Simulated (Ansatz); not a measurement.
Method: Ansatz, DFT, RPBE, plane waves (420 eV) with PAW, scalar-relativistic. The PAW files were generated under PBE, with cores re-solved for the functional.

An element in the hcp structure gives this curve. The cell is scaled uniformly from the relaxed one, with fractional coordinates and shape fixed. Energies are extrapolated to zero smearing, pressures are those at the given smearing. Magnetic state: spin not included.

| V (Å³/atom) | E − E₀ (meV/atom) | P (GPa) |
| --- | --- | --- |
| 25.136 | 73.6 | 7.60 |
| 26.279 | 31.0 | 4.53 |
| 27.421 | 7.7 | 2.09 |
| 28.564 | 0.0 | 0.13 |
| 29.706 | 4.9 | -1.45 |
| 30.849 | 20.0 | -2.70 |
| 31.991 | 43.2 | -3.70 |

Problem. Which element is it?
A. tin
B. lutetium
C. yttrium
D. bismuth

Solution. A. Its fit is V₀ = 28.65 Å³/atom, B₀ = 43 GPa, B₀′ = 4.4.
